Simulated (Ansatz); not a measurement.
Space group P2_13 (No. 198). a = 4.518 Å, b = 4.518 Å, c = 4.518 Å, α = 90.00°, β = 90.00°, γ = 90.00°
| atom | site | symmetry | x | y | z |
| --- | --- | --- | --- | --- | --- |
| Mn | 4a | .3. | 0.1364 | 0.1364 | 0.1364 |
| Si | 4a | .3. | 0.8453 | 0.8453 | 0.8453 |

Equation of state of this MnSi structure (not necessarily the ground state), with shape and atoms relaxed at each volume where symmetry leaves them free. It has no gap at any of these volumes. Level of theory: DFT PBE, scalar-relativistic, plane waves, PAW in Ansatz 0.2.0.

Cutoff 420 eV; k points 8×8×8 on the computed 8-atom cell (Γ-centred); Gaussian smearing, width 0.10 eV; collinear spin from starting moments 1.1 1.1 1.1 1.1 0.0 0.0 0.0 0.0 μB.

```
V (Å³/atom)  E − E(largest V) (meV/atom)  P (GPa)
     10.142                        71.22    34.45
     10.487                         8.57    23.68
     10.833                       -32.49    14.52
     11.179                       -55.36     6.72
     11.525                       -62.62     0.01
     11.870                       -56.42    -5.73
     12.216                       -38.65   -10.61
     12.677                         0.00   -15.90
```

Problem. Fit a third-order Birch–Murnaghan equation, E = E0 + (9V0B0/16)·[(x − 1)³B0' + (x − 1)²(6 − 4x)] with x = (V0/V)^(2/3), to E(V).

Solution. V0 = 11.53 Å³/atom, B0 = 206 GPa, B0' = 4.1.

It was relaxed from a cell as deposited in COD.
